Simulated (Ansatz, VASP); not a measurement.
## One calculation of AlCu3, two programs

```
Al Cu
1.0
     0.00000    2.93754    2.93754
     2.88347    0.05407    2.88347
     2.88347    2.88347    0.05407
Al Cu
1 3
Cartesian
  0.0000 0.0000 0.0000
  2.8835 2.9375 2.9375
  1.4417 1.4688 1.4688
  4.3252 4.4063 4.4063
```

Change from the starting cell: strain +0.0375 x Voigt [0, 0, 0, 1, 0, 0], atoms carried along.

Alike in both runs: task single point; functional PBEsol; k mesh 14 × 14 × 14; occupations gaussian, width 0.15 eV; no spin polarisation.

|  | VASP | Ansatz |
| --- | --- | --- |
| version | VASP 6.6.1 | Ansatz 0.2.0 |
| potentials or method | VASP PAW PBE potentials, release 64 (Al, Cu) | scalar-relativistic, plane waves, PAW |
| plane-wave cutoff (eV) | 520 | 420 |
| valence electrons in the cell | 36 | 60 |

Ansatz gave:

| Item | Value |
| --- | --- |
| gap on the k mesh at the Fermi level (eV) | none |
| pressure (GPa) | 0.3 |
| largest component of the traceless stress (GPa) | 4.30 |

Which values does VASP return?

gap on the k mesh at the Fermi level (eV): none; pressure (GPa): 0.9; largest component of the traceless stress (GPa): 4.31.

A gap of «none» marks a metal or a gap that the smearing closes. The two sets of potentials don't hold the same shells in valence.

Caveats: the PAW data sets were made with another functional, which shifts forces and pressure a little (VASP).
